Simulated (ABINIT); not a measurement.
# CdTe (F-43m) in ABINIT: notebook

The runs below take CdTe through relaxation of cell and atoms, single point, with PBEsol.

Program: ABINIT 10.8.3 (patched build). These are calculated values, not measurements. Logs are shortened: lines on timing, memory, paths and dates and some standing lists are left out, and cuts for length are marked. The log counts tension as positive stress, the text compression.

### Step 1. The crystal as given

The structure is cubic, space group F-43m (No. 216). The conventional cell has a = 6.410 Å, b = 6.410 Å, c = 6.410 Å, α = 90.00°, β = 90.00°, γ = 90.00°. Te (site symmetry -43m) is surrounded by 4 Cd at 2.78 Å. Around Cd (site symmetry -43m) lie 4 Te at 2.78 Å.

### Step 2. Relaxation of cell and atoms, PBEsol

run.abi

```
# Pseudopotentials
pp_dirpath "./"
pseudos "Te.upf, Cd.upf"

# Structure
acell 4.5325544674 4.5325544674 4.5325544674 Angstrom
rprim
     0.0000000000     0.7071067812     0.7071067812
     0.7071067812     0.0000000000     0.7071067812
     0.7071067812     0.7071067812     0.0000000000
ntypat 2
znucl 52 48
natom 2
typat 1 2
chkprim 0
chksymtnons 0
tolsym 1.0e-6
xred
            3/4            3/4            3/4
            0.0            0.0            0.0

# Plane-wave basis
ecut 51.0
ecutsm 0.5

# k points
kptopt 1
ngkpt 5 5 5
nshiftk 1
shiftk 0.0 0.0 0.0

# Exchange and correlation
ixc -116133

# Bands and occupations
nband 22
occopt 3
tsmear 0.00183747

# SCF cycle
nstep 80
tolvrs 1.0e-12

# Output
iomode 3
prteig 0
prtebands 0
prtwf 0
prtden 0

# Relaxation
ionmov 2
optcell 2
ntime 50
tolmxf 2.0e-5
dilatmx 1.08
```

Potentials or basis: PseudoDojo NC SR PBEsol v0.4.1 standard.

Run with:

```bash
> abinit run.abi > log 2>&1
```

run.abo:

```text
.Version 10.8.3 of ABINIT
 Symmetries : space group F-4 3 m (#216); Bravais cF (face-center cubic)
================================================================================
 Values of the parameters that define the memory need of the present run
     intxc =       0    ionmov =       2      iscf =       7    lmnmax =       6
     lnmax =       6     mgfft =      60  mpssoang =       3    mqgrid =    3001
     natom =       2  nloc_mem =       1    nspden =       1   nspinor =       1
    nsppol =       1      nsym =      24    n1xccc =    2501    ntypat =       2
    occopt =       3   xclevel =       2
       mpw =        9754          nfft =      216000          nkpt =          10
================================================================================
================================================================================

--------------------------------------------------------------------------------
------------- Echo of variables that govern the present computation ------------
--------------------------------------------------------------------------------
 -outvars: echo values of preprocessed input variables --------
            acell      8.5652865941E+00  8.5652865941E+00  8.5652865941E+00 Bohr
              amu      1.27600000E+02  1.12411000E+02
          chkprim           0
      chksymtnons           0
          dilatmx      1.08000000E+00
             ecut      5.10000000E+01 Hartree
           ecutsm      5.00000000E-01 Hartree
           ionmov           2
              ixc     -116133
         kptrlatt        5    0    0      0    5    0      0    0    5
          kptrlen      4.28264330E+01
            natom           2
            nband          22
            ngfft          60      60      60
             nkpt          10
            nstep          80
             nsym          24
            ntime          50
           ntypat           2
           occopt           3
          optcell           2
           prtden           0
        prtebands           0
           prteig           0
            prtwf           0
            rprim      0.0000000000E+00  7.0710678120E-01  7.0710678120E-01
                       7.0710678120E-01  0.0000000000E+00  7.0710678120E-01
                       7.0710678120E-01  7.0710678120E-01  0.0000000000E+00
          spgroup         216
           tolmxf      2.00000000E-05
           tolsym      1.00000000E-06
           tolvrs      1.00000000E-12
           tsmear      1.83747000E-03 Hartree
            typat      1  2
           xangst      4.8075000001E+00  4.8075000001E+00  4.8075000001E+00
                       0.0000000000E+00  0.0000000000E+00  0.0000000000E+00
            xcart      9.0848583505E+00  9.0848583505E+00  9.0848583505E+00
                       0.0000000000E+00  0.0000000000E+00  0.0000000000E+00
             xred      7.5000000000E-01  7.5000000000E-01  7.5000000000E-01
                       0.0000000000E+00  0.0000000000E+00  0.0000000000E+00
            znucl       52.00000   48.00000

================================================================================

 chkinp: Checking input parameters for consistency.

================================================================================
== DATASET  1 ==================================================================

--- !DatasetInfo
iteration_state: {dtset: 1, }
dimensions: {natom: 2, nkpt: 10, mband: 22, nsppol: 1, nspinor: 1, nspden: 1, mpw: 9754, }
cutoff_energies: {ecut:  51.0, pawecutdg:  -1.0, }
electrons: {nelect:   3.60000000E+01, charge:   0.00000000E+00, occopt:   3.00000000E+00, tsmear:   1.83747000E-03, }
meta: {optdriver: 0, ionmov: 2, optcell: 2, iscf: 7, paral_kgb: 0, }
...

 Real(R)+Recip(G) space primitive vectors, cartesian coordinates (Bohr,Bohr^-1):
 R(1)=  0.0000000  6.0565722  6.0565722  G(1)= -0.0825549  0.0825549  0.0825549
 R(2)=  6.0565722  0.0000000  6.0565722  G(2)=  0.0825549 -0.0825549  0.0825549
 R(3)=  6.0565722  6.0565722  0.0000000  G(3)=  0.0825549  0.0825549 -0.0825549
 Unit cell volume ucvol=  4.4433518E+02 bohr^3
 Angles (23,13,12)=  6.00000000E+01  6.00000000E+01  6.00000000E+01 degrees

 getcut: wavevector=  0.0000  0.0000  0.0000  ngfft=  60  60  60
         ecut(hartree)=     59.486   => boxcut(ratio)=   2.01760

--- Pseudopotential description ------------------------------------------------
- pspini: atom type   1  psp file is ./Te.upf
  52.00000  16.00000  180301                  znucl, zion, pspdat
12 -116133 2 -1 1294                          pspcod,pspxc,lmax,lloc,mmax
     nproj     2     2     2

- pspini: atom type   2  psp file is ./Cd.upf
  48.00000  20.00000  180301                  znucl, zion, pspdat
12 -116133 2 -1 1368                          pspcod,pspxc,lmax,lloc,mmax
     nproj     2     2     2

   2.16338706E+03                                ecore*ucvol(ha*bohr**3)
--------------------------------------------------------------------------------

================================================================================

=== [ionmov= 2] Broyden-Fletcher-Goldfarb-Shanno method (forces)
================================================================================

--- Iteration: ( 1/50) Internal Cycle: (1/1)
--------------------------------------------------------------------------------

---SELF-CONSISTENT-FIELD CONVERGENCE--------------------------------------------

--- !BeginCycle
iteration_state: {dtset: 1, itime: 1, icycle: 1, }
solver: {iscf: 7, nstep: 80, nline: 4, wfoptalg: 0, }
tolerances: {tolvrs: 1.00E-12, }
...
[... 380 lines left out ...]
  0.00000000000000E+00  6.13831555173959E+00  6.13831555173959E+00
  6.13831555173959E+00  0.00000000000000E+00  6.13831555173959E+00
  6.13831555173959E+00  6.13831555173959E+00  0.00000000000000E+00
 Unitary Cell Volume (ucvol) [Bohr^3]=  4.62570174365173E+02
 Angles (23,13,12)= [degrees]
  6.00000000000000E+01  6.00000000000000E+01  6.00000000000000E+01
 Lengths [Bohr]
  8.68088910339581E+00  8.68088910339581E+00  8.68088910339581E+00
 Stress tensor in cartesian coordinates (strten) [Ha/bohr^3]
 -1.39714604691088E-07  0.00000000000000E+00  0.00000000000000E+00
  0.00000000000000E+00 -1.39714604692823E-07  0.00000000000000E+00
  0.00000000000000E+00  0.00000000000000E+00 -1.39714604691088E-07
 Total energy (etotal) [Ha]= -2.79914649406340E+02

 Difference of energy with previous step (new-old):
           Absolute (Ha)=-1.11354E-06
           Relative     =-3.97814E-09

 At Broyd/MD step   4, gradients are converged :
  max grad (force/stress) = 1.3971E-05 < tolmxf= 2.0000E-05 ha/bohr (free atoms)

================================================================================

 ----iterations are completed or convergence reached----

 Mean square residual over all n,k,spin=   50.109E-13; max=  65.836E-11
 reduced coordinates (array xred) for    2 atoms
       0.750000000000      0.750000000000      0.750000000000
       0.000000000000      0.000000000000     -0.000000000000
 rms dE/dt=  8.0563E-30; max dE/dt=  1.2622E-29; dE/dt below (all hartree)
    1      -0.000000000000     -0.000000000000      0.000000000000
    2       0.000000000000      0.000000000000      0.000000000000

 cartesian coordinates (angstrom) at end:
    1      4.87238505166261     4.87238505166261     4.87238505166261
    2     -0.00000000000000    -0.00000000000000     0.00000000000000

 cartesian forces (hartree/bohr) at end:
    1     -0.00000000000000    -0.00000000000000     0.00000000000000
    2      0.00000000000000     0.00000000000000    -0.00000000000000
 frms,max,avg= 9.0671119E-31 1.3708185E-30   0.000E+00  0.000E+00  0.000E+00 h/b

 cartesian forces (eV/Angstrom) at end:
    1     -0.00000000000000    -0.00000000000000     0.00000000000000
    2      0.00000000000000     0.00000000000000    -0.00000000000000
 frms,max,avg= 4.6624964E-29 7.0490320E-29   0.000E+00  0.000E+00  0.000E+00 e/A
 length scales=  8.680889103396  8.680889103396  8.680889103396 bohr
              =  4.593728680777  4.593728680777  4.593728680777 angstroms
 Fermi (or HOMO) energy (hartree) =   0.15506   Average Vxc (hartree)=  -0.33743
 Eigenvalues (hartree) for nkpt=  10  k points:
 kpt#   1, nband= 22, wtk=  0.00800, kpt=  0.0000  0.0000  0.0000 (reduced coord)
  -3.60680   -2.17684   -2.17684   -2.17684   -1.18057   -1.18057   -1.18057   -1.18029
  -1.18029   -0.26826   -0.16001   -0.16001   -0.16001   -0.15050   -0.15050    0.14240
   0.14240    0.14240    0.16567    0.31040    0.31040    0.31040
      occupation numbers for kpt#   1
   2.00000    2.00000    2.00000    2.00000    2.00000    2.00000    2.00000    2.00000
   2.00000    2.00000    2.00000    2.00000    2.00000    2.00000    2.00000    1.99796
   1.99796    1.99796    0.00619    0.00000    0.00000    0.00000
 prteigrs : prtvol=0 or 1, do not print more k-points.

--- !EnergyTerms
iteration_state     : {dtset: 1, itime: 4, icycle: 1, }
comment             : Components of total free energy in Hartree
kinetic             :  1.18233385936133E+02
hartree             :  9.50601909100296E+01
xc                  : -4.84333731525632E+01
Ewald energy        : -1.43398808344041E+02
psp_core            :  4.67688403000745E+00
local_psp           : -2.80510802201093E+02
non_local_psp       : -2.55421252442228E+01
internal            : -2.79914648065750E+02
'-kT*entropy'       : -1.34059045530984E-06
total_energy        : -2.79914649406340E+02
total_energy_eV     : -7.61686564090428E+03
band_energy         : -3.37256540633335E+01
...

 Cartesian components of stress tensor (hartree/bohr^3)
  sigma(1 1)= -1.39714605E-07  sigma(3 2)=  0.00000000E+00
  sigma(2 2)= -1.39714605E-07  sigma(3 1)=  0.00000000E+00
  sigma(3 3)= -1.39714605E-07  sigma(2 1)=  0.00000000E+00

-Cartesian components of stress tensor (GPa)         [Pressure=  4.1105E-03 GPa]
- sigma(1 1)= -4.11054559E-03  sigma(3 2)=  0.00000000E+00
- sigma(2 2)= -4.11054559E-03  sigma(3 1)=  0.00000000E+00
- sigma(3 3)= -4.11054559E-03  sigma(2 1)=  0.00000000E+00

== END DATASET(S) ==============================================================
================================================================================

 -outvars: echo values of variables after computation  --------
            acell      8.6808891034E+00  8.6808891034E+00  8.6808891034E+00 Bohr
           etotal     -2.7991464941E+02
            fcart     -6.8540923413E-31 -3.4270461707E-31  1.3708184683E-30
                       6.8540923413E-31  3.4270461707E-31 -1.3708184683E-30
            rprim      0.0000000000E+00  7.0710678119E-01  7.0710678119E-01
                       7.0710678119E-01  0.0000000000E+00  7.0710678119E-01
                       7.0710678119E-01  7.0710678119E-01  0.0000000000E+00
           strten     -1.3971460469E-07 -1.3971460469E-07 -1.3971460469E-07
                       0.0000000000E+00  0.0000000000E+00  0.0000000000E+00
           xangst      4.8723850517E+00  4.8723850517E+00  4.8723850517E+00
                      -5.2172894767E-31 -7.1790688509E-31  2.6298280200E-31
             xred      7.5000000000E-01  7.5000000000E-01  7.5000000000E-01
                       1.0283187373E-32  7.0678025426E-32 -2.3129616484E-31
 Calculation completed.
```

It took 3.1 min on 1 thread of AMD EPYC 9R45 (Zen 5), shared host; peak memory 0.16 GiB.

Results:

| Property | Result |
| --- | --- |
| Free energy | -7616.8656 eV |
| Relaxed volume | 34.27 Å³/atom |
| Relaxed cell | a = 4.594 Å, b = 4.594 Å, c = 4.594 Å, α = 60.00°, β = 60.00°, γ = 60.00° |
| Space group after relaxing (to 0.05 Å) | F-43m (No. 216) |
| Energy gained by relaxing | 7.5 meV/atom |
| Ionic steps | 4 |
| Pressure after relaxing | 0.0 GPa |
| Band gap on the k mesh | 0.63 eV, direct |

The path:
```tsv
step	energy change (eV)	largest force (eV/Å)	pressure (GPa)	volume (Å³)
1	0.0000	0.0000	1.83	65.84
2	-0.0039	0.0000	1.56	66.21
3	-0.0149	0.0000	0.08	68.43
4	-0.0149	0.0000	0.00	68.55
```

Final structure:
```
CELL_PARAMETERS angstrom
0.00000 3.24826 3.24826
3.24826 0.00000 3.24826
3.24826 3.24826 0.00000
ATOMIC_POSITIONS crystal
Te 0.75000 0.75000 0.75000
Cd 0.00000 0.00000 0.00000
```

Caveat: spin-orbit coupling is left out, which moves the levels of the heavy elements; an odd mesh through Γ misses points on the zone boundary, where band edges often lie.

### Step 3. Single point, PBEsol (cell relaxed)

run.abi

```
# Pseudopotentials
pp_dirpath "./"
pseudos "Te.upf, Cd.upf"

# Structure
acell 4.5937286792 4.5937286792 4.5937286792 Angstrom
rprim
     0.0000000000     0.7071067812     0.7071067812
     0.7071067812     0.0000000000     0.7071067812
     0.7071067812     0.7071067812     0.0000000000
ntypat 2
znucl 52 48
natom 2
typat 1 2
xcart
     9.2074733182     9.2074733182     9.2074733182
     0.0000000000     0.0000000000     0.0000000000
chkprim 0
chksymtnons 0
tolsym 1.0e-6

# Plane-wave basis
ecut 1387.780699 eV

# k points
kptopt 1
ngkpt 5 5 5
nshiftk 1
shiftk 0.0 0.0 0.0

# Exchange and correlation
ixc -116133

# Bands and occupations
nband 22
occopt 3
tsmear 0.05 eV

# SCF cycle
nstep 100
tolvrs 1.0e-10

# Output
iomode 3
prtwf 0
prtden 0
prteig 0
prtebands 0
enunit 2
prtvol 2
```

Potentials or basis: PseudoDojo NC SR PBEsol v0.4.1 standard.

Run with:

```bash
> abinit run.abi > log 2>&1
```

Run time: 49 s. Hardware: 1 thread of AMD EPYC 9R45 (Zen 5), shared host; peak memory 0.15 GiB.

Results (log left out):

* Free energy: -7616.8658 eV
* Pressure: 0.0 GPa
* Band gap on the k mesh: 0.63 eV, direct
* Valence electrons inside the program's atomic spheres: Te 11.96; Cd 17.16

Levels at points of the mesh, in eV from the valence-band top:
```tsv
k point	band 16	band 17	band 18	band 19	band 20	band 21
(0.00, 0.00, 0.00)	0.00	0.00	0.00	0.63	4.57	4.57
```

Caveat: spin-orbit coupling is left out, which moves the levels of the heavy elements.
